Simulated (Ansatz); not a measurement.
# BN: the cost of one run

Program: Ansatz 0.2.0. Level of theory: DFT PBEsol, scalar-relativistic, plane waves, PAW. These are calculated values, not measurements.

2 further runs of the same task are left out: 2 set aside as unsound or not needed.

### Step 1. The starting structure

It takes space group R3m (No. 160, trigonal). The conventional cell has a = 2.502 Å, b = 2.502 Å, c = 10.119 Å, α = 90.00°, β = 90.00°, γ = 120.00°. B (site symmetry 3m) is surrounded by 3 N at 1.44 Å. N (site symmetry 3m) is surrounded by 3 B at 1.44 Å.

As a file:

```xyz
2
Lattice="1.2511 0.7223 3.3729 -1.2511 0.7223 3.3729 0.0000 -1.4447 3.3729" Properties=species:S:1:pos:R:3 pbc="T T T"
B     0.0000    0.0000   10.1155
N     0.0000    0.0000    3.3672
```

It goes back to an entry of the Materials Project, which need not be the stable form.

No relaxation comes first: the listed cell is the starting point.

### Step 2. The reference cell

Reference values: F = -533.7787 eV; pressure 0.72 GPa; largest force 0.003 eV/Å; gap on the mesh 4.19 eV. It was computed beforehand with the settings of the runs below.

### Step 3. Normal modes

Contents of input.yaml:

```yaml
crystal:
  lattice:
    - [1.2511217832, 0.7223354983, 3.3729344033]
    - [-1.2511217832, 0.7223354983, 3.3729344033]
    - [0.0, -1.4446709967, 3.3729344033]
  atoms:
    - { symbol: B, position: [0.9996712, 0.9996712, 0.9996712] }
    - { symbol: "N", position: [0.3327618, 0.3327618, 0.3327618] }
basis:
  ecutwfc: 420
kpoints:
  mp_grid: { grid: [12, 12, 12] }
hamiltonian:
  xc: pbesol
scf:
  occupations: { method: gaussian, width: 0.05 }
output:
  eigenvalues: true
phonons:
  method: fd
  supercell: [1, 1, 1]
  amplitude: 0.02
  eigenvectors: true
  dielectric: false
```

Run with:

```sh
$ ansatz run input.yaml --threads 2 --pin off --max-ram 5120MiB --backend cpu --events-out ev --progress --plain --runs-dir out
```

What time and memory should one allow on 2 threads of AMD EPYC 9R45 (Zen 5), shared host?

About 7.1 s, with a peak of 0.48 GiB.
